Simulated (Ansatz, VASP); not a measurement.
One calculation of SnTe, two programs

```xyz
2
Lattice="0.0000 3.1083 3.1083 3.1083 0.0000 3.1083 3.1083 3.1083 0.0000" Properties=species:S:1:pos:R:3 pbc="T T T"
Te    3.1083    3.1083    3.1083
Sn    0.0000    0.0000    0.0000
```

Alike in both runs: task single point; functional PBE exchange alone; k mesh 7 × 7 × 7; occupations fermi-dirac, width 0.05 eV; no spin polarisation.

```csv
,VASP,Ansatz
version,VASP 6.6.1,Ansatz 0.2.0
potentials or method,"VASP PAW PBE potentials, release 64 (Te, Sn_d)",Ansatz PAW
plane-wave cutoff (eV),520,420
valence electrons in the cell,20,30
```

```csv
,VASP,Ansatz,Ansatz less VASP
gap on the k mesh at the Fermi level (eV),0.59,0.60,+0.009
least direct gap on the mesh (eV),0.59,0.60,+0.009
pressure (GPa),14.1,14.1,0.00
```

The functional is the same, so the differences come from potentials, cutoffs and numerics. The two sets of potentials don't hold the same shells in valence.

Caveats: the PAW data sets come from PBE, with cores solved anew for the run's functional, which leaves a small shift of forces and pressure (Ansatz). Spin-orbit coupling is left out, which matters for the levels of Te.
